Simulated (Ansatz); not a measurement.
The calculation used DFT PBE+D3(BJ), scalar-relativistic, plane waves, PAW (Ansatz 0.2.0). Settings: cutoff 420 eV, Γ-centred meshes spaced at most about 0.3 Å⁻¹ (2π included), Gaussian smearing. No spin polarisation in the final relaxations.

Temperature and zero-point effects are left out.

Two forms of NaCl were relaxed alike.

A.

```yaml
crystal:
  lattice:
    - [4.48375, 0.00000, 0.00000]
    - [-2.24187, 3.88304, 0.00000]
    - [0.00000, 0.00000, 7.83747]
  atoms:
    - { symbol: Na, position: [0.66667, 0.33333, 0.75000] }
    - { symbol: Na, position: [0.33333, 0.66667, 0.25000] }
    - { symbol: Cl, position: [0.00000, 0.00000, 0.75000] }
    - { symbol: Cl, position: [0.00000, 0.00000, 0.25000] }
```

B.

```yaml
crystal:
  lattice:
    - [4.57956, 0.00000, 0.00000]
    - [0.00000, 5.57722, 0.00000]
    - [-2.09341, 0.00000, 4.14229]
  atoms:
    - { symbol: Na, position: [0.33030, 0.75000, 0.17273] }
    - { symbol: Na, position: [0.66970, 0.25000, 0.82727] }
    - { symbol: Cl, position: [0.67134, 0.75000, 0.82411] }
    - { symbol: Cl, position: [0.32866, 0.25000, 0.17589] }
```

Question: Which is lower in energy, and by how much?

Answer: B is lower, by 210 meV/atom. A has space group P6_3/mmc (No. 194), 34.1 Å³/atom and a gap of 3.94 eV on its mesh; B has space group P2_1/m (No. 11), 26.4 Å³/atom and a gap of 4.86 eV. Counting Cl atoms around Na (those within 1.25 times the shortest such distance or 1.15 times the sum of covalent radii), A has Na 3 and B has Na 5. In A, Na is surrounded by 3 Cl at 2.59 Å; Cl has 3 Na at 2.59 Å. In B, Na is surrounded by 5 Cl at 2.71–2.79 Å; Cl has 5 Na at 2.71–2.79 Å. Both come from invented guesses. The part of the Crystallography Open Database at hand lists NaCl in space groups No. 221, 225; no cell shown has one of them.

Kohn–Sham gaps at this level usually fall short of measured ones. Cells relaxed within their symmetry can be saddle points. The P2_1/m cell of NaCl came from shaking the P6_3/mmc one.
